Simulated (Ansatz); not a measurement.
CuO:

```xyz
4
Lattice="1.9910 -2.1536 0.0000 1.9910 2.1536 0.0000 0.0000 0.0000 5.1559" Properties=species:S:1:pos:R:3 pbc="T T T"
Cu    0.9955   -1.0768    0.0000
Cu    0.9955    1.0768    2.5780
O     1.9910    0.0000    1.2890
O     1.9910    0.0000    3.8669
```

Measurements of this composition are mostly on another form, of space group No. 15.

```yaml
Program: Ansatz 0.2.0
Task: single point
Functional: PBE
Potentials_or_basis: all-electron LAPW, scalar-relativistic
Cutoff: 439 eV (chosen from the basis error)
Basis_error_allowed: 0.001 eV/atom
k_mesh: 9 × 9 × 5
Occupations: fermi-dirac, width 0.05 eV
Spin: no spin polarisation
```

On this cell: pressure 1.4 GPa; largest force under 0.003 eV/Å; band gap on the k mesh none (metal or under the smearing width).

The same run follows on a disturbed copy (atoms moved at random, drawn with an rms of 0.05 Å):

```
CELL_PARAMETERS angstrom
1.99097 -2.15355 0.00000
1.99097 2.15355 0.00000
0.00000 0.00000 5.15593
ATOMIC_POSITIONS crystal
Cu 0.50139 0.99208 0.99690
Cu 0.99817 0.48870 0.49358
O 0.49427 0.50718 0.25213
O 0.50850 0.50044 0.74135
```

**Question.** What changes?

**Answer.** The energy (extrapolated to zero smearing) moves by +7.5 meV/atom; pressure 1.7 GPa; largest force 0.633 eV/Å; band gap on the k mesh none (metal or under the smearing width).

Forces on the atoms (eV/Å):
```
Cu   0.286  0.308 -0.093
Cu   0.194  0.074  0.258
O   -0.181 -0.309 -0.521
O   -0.299 -0.073  0.356
```

Stress tensor (GPa, compression positive):
```
 2.24 -0.89 -0.92
-0.89  1.19  0.39
-0.92  0.39  1.61
```

Caveats: the run has no spin polarisation, though such a crystal can be magnetic; semilocal functionals often make such compounds metallic where correlation or magnetic order opens a gap, which also shifts bond lengths.
